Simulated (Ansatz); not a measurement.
# TiAl (P-6m2) in Ansatz: further runs, part 3 of 3

Ansatz 0.2.0. Earlier steps stand in the parts before.

## Step 5: Relaxation of cell and atoms, PBEsol+D4

input.yaml

```yaml
crystal:
  lattice:
    - [2.8672622327, 0.0, 0.0]
    - [-1.4336311163, 2.4831219328, 0.0]
    - [0.0, 0.0, 4.678083]
  atoms:
    - { symbol: Ti, position: [0.0, 0.0, 0.0] }
    - { symbol: Al, position: [0.3333333333, 0.6666666667, 0.5] }
hamiltonian:
  xc: pbesol
  pseudopotentials: { kind: paw }
  dispersion: d4
kpoints:
  mp_grid: { grid: [11, 11, 6] }
scf:
  occupations: { method: fermi_dirac, width: 0.05 }
output:
  forces: true
  stress: true
  eigenvalues: true
relax:
  f_tol: 0.01
  max_steps: 40
  cell: { stress_tol: 0.05 }
```

Potentials or basis: Ansatz PAW.

The run is started by

```sh
> ansatz run input.yaml --threads 2 --pin off --max-ram 5632MiB --backend cpu --events-out ev --progress --plain --runs-dir out
```

The program printed:

```text
Warning: RAYON_NUM_THREADS=2 ignored (pool sized by the plan → 2); use --threads N
Engine: ansatz 0.2.0, aarch64-unknown-linux-gnu
Pseudopotentials: kind: paw
Pseudopotential: Ti, paw, valence charge 12, recommended cutoff 420 eV (normal), Ti.paw.azcp
Pseudopotential: Al, paw, valence charge 3, recommended cutoff 420 eV (normal), Al.paw.azcp
Functional definition: PBEsol
  exchange = pbesol_x
  correlation = pbesol_c
Crystal: 2 atoms, lattice volume = 33.307 Å³
Basis set: ecut = 420 eV, 663 PW (Γ), exchange–correlation on 40×40×64 points (8 copies of the dense FFT grid, shifted against one another)
Bands: 12, of which v1, the nominal top of the filled ones, is band 8 counted from 1 (7 counted from 0)
Symmetry: 12 space group operations
Space group: P-6m2 (ITA 187), of the structure as read, at distance tolerance 3.2e-5 Å
k-points: 64 of 726 (time reversal used)
Non-local potential: Ti, projectors of the file, l = 0: 3, l = 1: 2, l = 2: 3, l = 3: 1
Non-local potential: Al, projectors of the file, l = 0: 2, l = 1: 2, l = 2: 1
PAW form: soft (Blöchl's): semilocal exchange-correlation on the pseudo side does not see the compensation charge
PAW frozen core: Ti, regenerated for the run's functional, and the local potential with it (the file was generated under x = pbe(κ = 0.804, μ = 0.2195149727645171), c = pbe(β = 0.06672455060314922))
PAW frozen core: Al, regenerated for the run's functional, and the local potential with it (the file was generated under x = pbe(κ = 0.804, μ = 0.2195149727645171), c = pbe(β = 0.06672455060314922))
PAW one-centre angular grid: Ti, 590 points (default); XC on 64 Gauss nodes
PAW one-centre angular grid: Al, 110 points (default); XC on 64 Gauss nodes
Initial density: superposition of atomic densities (neutral atoms: chi_scale 0, normalization atom), corrected by the library's trained network
Initial wavefunctions: pseudopotential atomic-orbital guess
Functional: x = pbesol(κ = 0.804, μ = 0.12345679012345678), c = pbesol(β = 0.046)
SCF iter   1: F=—  HF=-2999.275441 eV  |F-HF|=—  |Δ(HF+E_count)|=         —  Δρ=9.53e-3  dr2=4.40e-2  ethr=1.77e-3  ⟨swp⟩=5.1  Hψ=3936  notcnv=0
preconditioner: auto → none  [metal: Δε(μ)=0.004 eV  Ē_g=5.144 eV  σ=0.050 eV  W_gap=0.02  n_scr=2 (ndim 8)  ℏωp=17.0 eV  f_vac=0.000  D(μ)=2.85/eV (n_scr^D=34)  sad-step TF]
SCF iter   2: F=—  HF=-2999.270607 eV  |F-HF|=—  |Δ(HF+E_count)|=   4.83e-3  Δρ=5.95e-3  dr2=2.10e-2  ethr=2.93e-4  ⟨swp⟩=2.0  Hψ=1537  notcnv=0
SCF iter   3: F=—  HF=-2999.267280 eV  |F-HF|=—  |Δ(HF+E_count)|=   3.33e-3  Δρ=1.16e-3  dr2=1.02e-3  ethr=1.40e-4  ⟨swp⟩=2.0  Hψ=1135  notcnv=0
SCF iter   4: F=—  HF=-2999.267012 eV  |F-HF|=—  |Δ(HF+E_count)|=   2.68e-4  Δρ=2.85e-4  dr2=1.06e-5  ethr=6.79e-6  ⟨swp⟩=2.3  Hψ=1034  notcnv=0
SCF iter   5: F=—  HF=-2999.266986 eV  |F-HF|=—  |Δ(HF+E_count)|=   2.55e-5  Δρ=3.59e-5  dr2=5.34e-7  ethr=7.05e-8  ⟨swp⟩=2.1  Hψ=1196  notcnv=0
SCF iter   6: F=-2999.266986 eV  HF=-2999.266986 eV  |F-HF|=1.01e-8  |Δ(HF+E_count)|=   3.27e-9  Δρ=5.58e-6  dr2=1.39e-8  ethr=6.67e-10  ⟨swp⟩=5.0  Hψ=3197  notcnv=0
SCF 1 converged in 6 iterations: F = -2999.266986 eV  dr2 = 1.39e-8
relax step   1: F+E_penalty+E_count = -2999.26698632 eV  Δ(F+E_penalty+E_count) = +0.000e0 eV  max|allowed force component| = 1.908e-17 eV/Å  Δτ_max = 0.0000 Å  P = -4.332 GPa  Ω = 33.307 Å³  (6 SCF iters, dr2 threshold 1.00e-7 eV, accepted)
Crystal: 2 atoms, lattice volume = 31.042 Å³
Basis set: ecut = 420 eV, 603 PW (Γ), exchange–correlation on 40×40×64 points (8 copies of the dense FFT grid, shifted against one another)
Initial density: handed on by an earlier stage of this run
Initial wavefunctions: those handed on with the density
iter 1 solved again at ethr=2.98e-5 eV; its pass at ethr=3.10e-3 eV (dr2=4.47e-3 eV) is discarded
SCF iter   1: F=—  HF=-2999.275779 eV  |F-HF|=—  |Δ(HF+E_count)|=         —  Δρ=2.62e-3  dr2=4.47e-3  ethr=2.98e-5  ⟨swp⟩=1.0  Hψ=5348  notcnv=0
preconditioner: auto → none  [metal: Δε(μ)=0.007 eV  Ē_g=5.373 eV  σ=0.050 eV  W_gap=0.04  n_scr=2 (ndim 8)  ℏωp=17.6 eV  f_vac=0.000  D(μ)=2.87/eV (n_scr^D=34)]
[... 34 lines left out ...]
SCF 4 converged in 6 iterations: F = -2999.286244 eV  dr2 = 8.15e-14
relax step   4: F+E_penalty+E_count = -2999.28624355 eV  Δ(F+E_penalty+E_count) = -5.896e-5 eV  max|allowed force component| = 4.120e-17 eV/Å  Δτ_max = 0.0000 Å  P = -0.010 GPa  Ω = 32.012 Å³  energy of the carried Pulay correction = +2.879e-4 eV  (6 SCF iters, dr2 threshold 2.00e-7 eV, accepted)
Initial wavefunctions: pseudopotential atomic-orbital guess (no wavefunctions were taken with the density)
iter 1 solved again at ethr=1.36e-8 eV; its pass at ethr=3.10e-3 eV (dr2=2.04e-6 eV) is discarded
SCF iter   1: F=—  HF=-2999.286044 eV  |F-HF|=—  |Δ(HF+E_count)|=         —  Δρ=2.69e-5  dr2=3.04e-8  ethr=1.36e-8  ⟨swp⟩=3.0  Hψ=6057  notcnv=0
preconditioner: auto → none  [metal: Δε(μ)=0.021 eV  Ē_g=5.243 eV  σ=0.050 eV  W_gap=0.11  n_scr=2 (ndim 8)  ℏωp=17.4 eV  f_vac=0.000  D(μ)=2.88/eV (n_scr^D=34)]
SCF iter   2: F=—  HF=-2999.286013 eV  |F-HF|=—  |Δ(HF+E_count)|=   3.17e-5  Δρ=1.33e-5  dr2=6.38e-9  ethr=2.03e-10  ⟨swp⟩=2.0  Hψ=996  notcnv=0
SCF iter   3: F=—  HF=-2999.286013 eV  |F-HF|=—  |Δ(HF+E_count)|=   1.18e-8  Δρ=1.80e-6  dr2=6.23e-10  ethr=4.25e-11  ⟨swp⟩=2.1  Hψ=1180  notcnv=0
SCF iter   4: F=—  HF=-2999.286013 eV  |F-HF|=—  |Δ(HF+E_count)|=  5.91e-12  Δρ=4.98e-7  dr2=3.86e-11  ethr=4.15e-12  ⟨swp⟩=2.0  Hψ=981  notcnv=0
iter 5 did not close the SCF: its close was put off for the readings that it lacked (scf_convergence_deferred on its scf_iter line)
SCF iter   5: F=-2999.286013 eV  HF=-2999.286013 eV  |F-HF|=1.36e-12  |Δ(HF+E_count)|=  9.09e-12  Δρ=1.35e-7  dr2=1.96e-12  ethr=1.00e-12  ⟨swp⟩=1.0  Hψ=768  notcnv=0
SCF iter   6: F=-2999.286013 eV  HF=-2999.286013 eV  |F-HF|=1.82e-12  |Δ(HF+E_count)|=  1.82e-12  Δρ=2.42e-8  dr2=6.23e-14  ethr=1.00e-12  ⟨swp⟩=3.0  Hψ=2567  notcnv=0
SCF 5 converged in 6 iterations: F = -2999.286013 eV  dr2 = 6.23e-14
relax step   5: F+E_penalty+E_count = -2999.28601271 eV  Δ(F+E_penalty+E_count) = +2.308e-4 eV  max|allowed force component| = 3.657e-17 eV/Å  Δτ_max = 0.0000 Å  P = -0.023 GPa  Ω = 32.012 Å³  stress off target by 2.90e-2 GPa  SCF on the basis re-selected at this cell (its energy is not comparable with the rows above)  (6 SCF iters)
basis re-selected at this cell: Δ(F+E_penalty+E_count) = +2.308e-4 eV, ΔP = -0.012 GPa vs the last step (what re-selecting the basis moved, of the pressure what is left beyond the Pulay correction that the steps carried, after the strain that the cell walked since its last selection, with what the two solves' SCF thresholds leave and, on support functions, any second-order correction that the steps lacked; it is no measure of the basis error at this ecutwfc). This SCF's stress stands 2.90e-2 GPa from its target on what of the cell is left free (relax.cell.stress_tol is 5.00e-2 GPa) and its largest allowed force component is 3.66e-17 eV/Å (relax.f_tol is 1.00e-2 eV/Å): within both
SCF converged after 6 iterations
Free energy (F): -2999.286013 eV
Harris-Foulkes:  -2999.286013 eV  (|F-HF|=1.82e-12)
Internal energy: -2999.262833 eV  (E = F + TS)
E sigma→0 (E₀):  -2999.274423 eV
Entropy (-TS):   -0.023179 eV (-11.590 meV/atom)
Fermi energy:    10.847385 eV
--- Per-component energies (eV) ---
  E_band       = -161.929347
  E_kinetic    = 296.859825
  E_local      = -1135.414881  (includes V_loc(G=0)·N_el)
  E_nonlocal   = 20.097967
  E_hartree    = 491.310129
  E_xc         = -136.847409
  E_vxc        = -151.624722  (∫ρ·V_xc dr)
  E_paw        = -1477.551035  (= ΣΔE_a)
  E_vpaw       = -174.467907  (= ΣTr[D̂ρ^β])
  E_aug_tail   = 0.000114  (compensation charges beyond the density's cutoff)
  E_ewald      = -1057.543859
  E_disp       = -0.332208  (pairwise vdW)
  E_core_change = 0.158523  (= ΣΔE_core)
  E_smearing   = -0.023179  (= −TS)
  E_closure    = 0.000000  (closes the sum)
  Σ components = -2999.286013   (vs F -2999.286013, Δ=0.00e0)
--- Forces (eV/Å), atoms counted from 1 ---
  atom   1  Ti     0.00000000     0.00000000     0.00000000
  atom   2  Al     0.00000000     0.00000000     0.00000000
  max |Σ_I F_I| component: 7.49e-17 eV/Å
--- Stress (GPa, compression-positive) ---
       -0.019870      -0.000000       0.000000
       -0.000000      -0.019870      -0.000000
        0.000000      -0.000000      -0.029009
  P = ⅓ Tr σ = -0.0229 GPa (-0.229 kbar)
--- Band table (eV; the first three rows and the last of 64) ---
  k-point 0: bands = ["-45.3046", "-21.7472", "-21.2868", "-21.2868", "1.7853", "8.5465", "9.0870", "12.1869", "12.1869", "13.7499", "13.7499", "15.0588"]
  k-point 1: bands = ["-45.3045", "-21.7487", "-21.2868", "-21.2868", "1.9657", "7.4337", "9.8278", "12.1903", "12.1903", "13.7283", "13.7283", "15.6358"]
  k-point 2: bands = ["-45.3045", "-21.7517", "-21.2867", "-21.2867", "2.4217", "6.1463", "10.3047", "12.1971", "12.1971", "13.6860", "13.6860", "16.9849"]
  k-point 63: bands = ["-45.1806", "-21.7990", "-21.6713", "-21.6290", "8.2731", "9.0889", "10.1211", "10.5289", "10.8883", "12.1425", "14.3077", "15.8094"]
--- Relaxed structure (4 steps of the walk, 4 accepted, 1 SCFs on fresh bases) ---
  F+E_penalty+E_count = -2999.28601271 eV   max|allowed force component| = 3.657e-17 eV/Å   (the final SCF, on the basis selected at the relaxed cell)
  cell:  # Å, volume = 32.0123 Å³
    - [2.836059404640971, -2.8553274386254857e-11, 1.5214645567354342e-29]
    - [-1.4180297022957575, 2.4560994910751286, -1.308779816621062e-18]
    - [-8.40075918708418e-34, -2.4656785999637845e-18, 4.595738837597017]
  atoms:
    - { symbol: Ti, position: [3.0814879110195774e-33, -3.700743415524894e-17, 8.53403473292951e-35] }
    - { symbol: Al, position: [0.33333333333333326, 0.6666666666666665, 0.5] }
```

It took 8.9 s on 2 threads of Arm Neoverse V1, shared host; peak memory 0.33 GiB.

What came out:

```
Free energy                            : -2999.2860 eV
Relaxed volume                         : 16.01 Å³/atom
Relaxed cell                           : a = 2.836 Å, b = 2.836 Å, c = 4.596 Å, α = 90.00°, β = 90.00°, γ = 120.00°
Space group after relaxing (to 0.05 Å) : P-6m2 (No. 187)
Energy gained by relaxing              : 9.5 meV/atom
Ionic steps                            : 5
Pressure after relaxing                : 0.0 GPa
Band gap on the k mesh                 : none (metal or under the smearing width)
```

Step by step:
```csv
step,energy change (eV),largest force (eV/Å),volume (Å³)
1,0.0000,0.0000,33.31
2,-0.0072,0.0000,31.04
3,-0.0192,0.0000,32.07
4,-0.0193,0.0000,32.01
5,-0.0190,0.0000,32.01
```

Final structure:
```yaml
crystal:
  lattice:
    - [2.83606, 0.00000, 0.00000]
    - [-1.41803, 2.45610, 0.00000]
    - [0.00000, 0.00000, 4.59574]
  atoms:
    - { symbol: Ti, position: [0.00000, 0.00000, 0.00000] }
    - { symbol: Al, position: [0.33333, 0.66667, 0.50000] }
```

Levels at points of the mesh, in eV from the Fermi level:
```
            k point  band 4  band 5  band 6  band 7  band 8  band 9  band 10  band 11
 (0.00, 0.00, 0.00)  -32.13   -9.06   -2.30   -1.76    1.34    1.34     2.90     2.90
(0.00, 0.00, -0.50)  -32.13   -8.11   -5.32   -0.41    1.35    1.35     2.82     2.82
```

Caveat: the plane-wave basis is chosen anew once the cell has moved, so the energies of steps on either side of that aren't comparable; pairwise dispersion overbinds metals, which lowers pressure and volume; the PAW data sets come from PBE, with cores solved anew for the run's functional, which leaves a small shift of forces and pressure.

## Step 6: The runs side by side

```tsv
level	gap on the mesh (eV)	pressure (GPa)	relaxed volume (Å³/atom)
PBEsol	none	0.0	16.23
PBEsol+D3(BJ)	none	0.0	15.55
PBEsol+D3(BJ)-ATM	none	0.0	15.66
PBEsol+D4	none	0.0	16.01
```

Alike in all rows: task relaxation of cell and atoms; potentials or basis Ansatz PAW; no spin polarisation; cell relaxed; k mesh 11 × 11 × 6; cutoff (eV) 420; smearing fermi-dirac 0.05 eV.

Caveats: the plane-wave basis is chosen anew once the cell has moved, so the energies of steps on either side of that aren't comparable; the PAW data sets come from PBE, with cores solved anew for the run's functional, which leaves a small shift of forces and pressure; pairwise dispersion overbinds metals, which lowers pressure and volume (some runs).

Absolute energies hang on the potentials; compare differences alone.
